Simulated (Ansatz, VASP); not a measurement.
CsI in VASP and in Ansatz

```
Cs I
1.0
     4.66602    0.00000    0.00000
     0.00000    4.66602    0.00000
     0.00000    0.00000    4.66602
Cs I
1 1
Direct
  0.00000 0.00000 0.00000
  0.50000 0.50000 0.50000
```

Alike in both runs: functional PBE; k mesh 6 × 6 × 6; no spin polarisation.

Ansatz relaxed the structure, and its values are those at the end. VASP's run is a single point on that final structure, the one shown.

|  | VASP | Ansatz |
| --- | --- | --- |
| version | VASP 6.6.1 | Ansatz 0.2.0 |
| potentials or method | VASP PAW PBE potentials, release 64 (Cs_sv, I) | scalar-relativistic, plane waves, PAW |
| plane-wave cutoff (eV) | 520 | 420 |
| occupations | gaussian, width 0.01 eV | fixed |
| valence electrons in the cell | 16 | 26 |

|  | VASP | Ansatz | Ansatz less VASP |
| --- | --- | --- | --- |
| gap on the k mesh at the Fermi level (eV) | 3.68 | 3.69 | +0.011 |
| least direct gap on the mesh (eV) | 3.77 | 3.78 | +0.009 |
| pressure (GPa) | 0.0 | 0.0 | -0.02 |

The two sets of potentials don't hold the same shells in valence.

Caveats: spin-orbit coupling is left out, which moves the levels of the heavy elements. A k mesh can miss the band edges.
